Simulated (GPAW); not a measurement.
Here is a GPAW 26.7.0 calculation.

File run.py:

```python
import spglib
from ase import Atoms
from ase.dft.bandgap import bandgap
from ase.io import read, write
from gpaw import GPAW, PW

atoms = read('SnTe.cif')
cell, positions, numbers = spglib.find_primitive(
    (atoms.cell[:], atoms.get_scaled_positions(), atoms.numbers), symprec=1e-4)
atoms = Atoms(numbers, cell=cell, scaled_positions=positions, pbc=True)

calc = GPAW(mode=PW(600),
            xc='TB09',
            kpts={'size': (6, 6, 6), 'gamma': True},
            occupations={'name': 'fermi-dirac', 'width': 0.05},
            nbands=19,
            convergence={'density': 1e-05, 'energy': 1e-05},
            eigensolver='cg',
            maxiter=150,
            txt='gpaw.txt')
atoms.calc = calc
energy = atoms.get_potential_energy()
calc.write('gs.gpw')
write('result.traj', atoms)
print('Fermi level:', round(calc.get_fermi_level(), 4), 'eV')
print(f'Gap: {bandgap(calc)[0]:.4f} eV, direct: {bandgap(calc, direct=True)[0]:.4f} eV')
```

Contents of SnTe.cif:

```cif
data_SnTe
_cell_length_a 6.30170000
_cell_length_b 6.30170000
_cell_length_c 6.30170000
_cell_angle_alpha 90.00000000
_cell_angle_beta 90.00000000
_cell_angle_gamma 90.00000000
_space_group_name_H-M_alt 'Fm-3m'
_space_group_name_Hall '-F 4 2 3'
_space_group_IT_number 225
loop_
_space_group_symop_operation_xyz
'x,y,z'
'-x,-y,-z'
'-y,x,z'
'y,-x,-z'
'-x,-y,z'
'x,y,-z'
'y,-x,z'
'-y,x,-z'
'x,-y,-z'
'-x,y,z'
'-y,-x,-z'
'y,x,z'
'-x,y,-z'
'x,-y,z'
'y,x,-z'
'-y,-x,z'
'z,x,y'
'-z,-x,-y'
'z,-y,x'
'-z,y,-x'
'z,-x,-y'
'-z,x,y'
'z,y,-x'
'-z,-y,x'
'-z,x,-y'
'z,-x,y'
'-z,-y,-x'
'z,y,x'
'-z,-x,y'
'z,x,-y'
'-z,y,x'
'z,-y,-x'
'y,z,x'
'-y,-z,-x'
'x,z,-y'
'-x,-z,y'
'-y,z,-x'
'y,-z,x'
'-x,z,y'
'x,-z,-y'
'-y,-z,x'
'y,z,-x'
'-x,-z,-y'
'x,z,y'
'y,-z,-x'
'-y,z,x'
'x,-z,y'
'-x,z,-y'
'x,y+1/2,z+1/2'
'-x,-y+1/2,-z+1/2'
'-y,x+1/2,z+1/2'
'y,-x+1/2,-z+1/2'
'-x,-y+1/2,z+1/2'
'x,y+1/2,-z+1/2'
'y,-x+1/2,z+1/2'
'-y,x+1/2,-z+1/2'
'x,-y+1/2,-z+1/2'
'-x,y+1/2,z+1/2'
'-y,-x+1/2,-z+1/2'
[... 41 lines left out ...]
'-x+1/2,-y,z+1/2'
'x+1/2,y,-z+1/2'
'y+1/2,-x,z+1/2'
'-y+1/2,x,-z+1/2'
'x+1/2,-y,-z+1/2'
'-x+1/2,y,z+1/2'
'-y+1/2,-x,-z+1/2'
'y+1/2,x,z+1/2'
'-x+1/2,y,-z+1/2'
'x+1/2,-y,z+1/2'
'y+1/2,x,-z+1/2'
'-y+1/2,-x,z+1/2'
'z+1/2,x,y+1/2'
'-z+1/2,-x,-y+1/2'
'z+1/2,-y,x+1/2'
'-z+1/2,y,-x+1/2'
'z+1/2,-x,-y+1/2'
'-z+1/2,x,y+1/2'
'z+1/2,y,-x+1/2'
'-z+1/2,-y,x+1/2'
'-z+1/2,x,-y+1/2'
'z+1/2,-x,y+1/2'
'-z+1/2,-y,-x+1/2'
'z+1/2,y,x+1/2'
'-z+1/2,-x,y+1/2'
'z+1/2,x,-y+1/2'
'-z+1/2,y,x+1/2'
'z+1/2,-y,-x+1/2'
'y+1/2,z,x+1/2'
'-y+1/2,-z,-x+1/2'
'x+1/2,z,-y+1/2'
'-x+1/2,-z,y+1/2'
'-y+1/2,z,-x+1/2'
'y+1/2,-z,x+1/2'
'-x+1/2,z,y+1/2'
'x+1/2,-z,-y+1/2'
'-y+1/2,-z,x+1/2'
'y+1/2,z,-x+1/2'
'-x+1/2,-z,-y+1/2'
'x+1/2,z,y+1/2'
'y+1/2,-z,-x+1/2'
'-y+1/2,z,x+1/2'
'x+1/2,-z,y+1/2'
'-x+1/2,z,-y+1/2'
'x+1/2,y+1/2,z'
'-x+1/2,-y+1/2,-z'
'-y+1/2,x+1/2,z'
'y+1/2,-x+1/2,-z'
'-x+1/2,-y+1/2,z'
'x+1/2,y+1/2,-z'
'y+1/2,-x+1/2,z'
'-y+1/2,x+1/2,-z'
'x+1/2,-y+1/2,-z'
'-x+1/2,y+1/2,z'
'-y+1/2,-x+1/2,-z'
'y+1/2,x+1/2,z'
'-x+1/2,y+1/2,-z'
'x+1/2,-y+1/2,z'
'y+1/2,x+1/2,-z'
'-y+1/2,-x+1/2,z'
'z+1/2,x+1/2,y'
'-z+1/2,-x+1/2,-y'
'z+1/2,-y+1/2,x'
'-z+1/2,y+1/2,-x'
'z+1/2,-x+1/2,-y'
'-z+1/2,x+1/2,y'
'z+1/2,y+1/2,-x'
'-z+1/2,-y+1/2,x'
'-z+1/2,x+1/2,-y'
'z+1/2,-x+1/2,y'
'-z+1/2,-y+1/2,-x'
'z+1/2,y+1/2,x'
'-z+1/2,-x+1/2,y'
'z+1/2,x+1/2,-y'
'-z+1/2,y+1/2,x'
'z+1/2,-y+1/2,-x'
'y+1/2,z+1/2,x'
'-y+1/2,-z+1/2,-x'
'x+1/2,z+1/2,-y'
'-x+1/2,-z+1/2,y'
'-y+1/2,z+1/2,-x'
'y+1/2,-z+1/2,x'
'-x+1/2,z+1/2,y'
'x+1/2,-z+1/2,-y'
'-y+1/2,-z+1/2,x'
'y+1/2,z+1/2,-x'
'-x+1/2,-z+1/2,-y'
'x+1/2,z+1/2,y'
'y+1/2,-z+1/2,-x'
'-y+1/2,z+1/2,x'
'x+1/2,-z+1/2,y'
'-x+1/2,z+1/2,-y'
loop_
_atom_site_label
_atom_site_type_symbol
_atom_site_symmetry_multiplicity
_atom_site_Wyckoff_symbol
_atom_site_fract_x
_atom_site_fract_y
_atom_site_fract_z
_atom_site_occupancy
Te1 Te 4 b 0.5000000000 0.0000000000 0.0000000000 1
Sn1 Sn 4 a 0.0000000000 0.0000000000 0.0000000000 1
```

Potentials or basis: GPAW PAW data sets for LDA (gpaw-data 1.2.1), pw.

Run with:

```console
$ OMP_NUM_THREADS=1 python run.py
```

Question: Predict the band gap on the k mesh.

Answer: 0.10 eV, direct.

Caveat: a model potential gives levels but no total energy; spin-orbit coupling is left out, which moves the levels of the heavy elements.

**What was measured.**

From a printed reference work, textbook, for a bulk crystal of SnTe at 300 K: band gap 0.18 eV (direct).

Measured gap of SnTe: 0.18 eV (direct; 300 K; a printed reference work, textbook). This calculation gives 0.10 eV (-0.08 eV). Spin-orbit coupling on Sn, Te is left out. The value is that of TB-mBJ on a finite k mesh, which can miss the band edges, without temperature or zero-point motion.
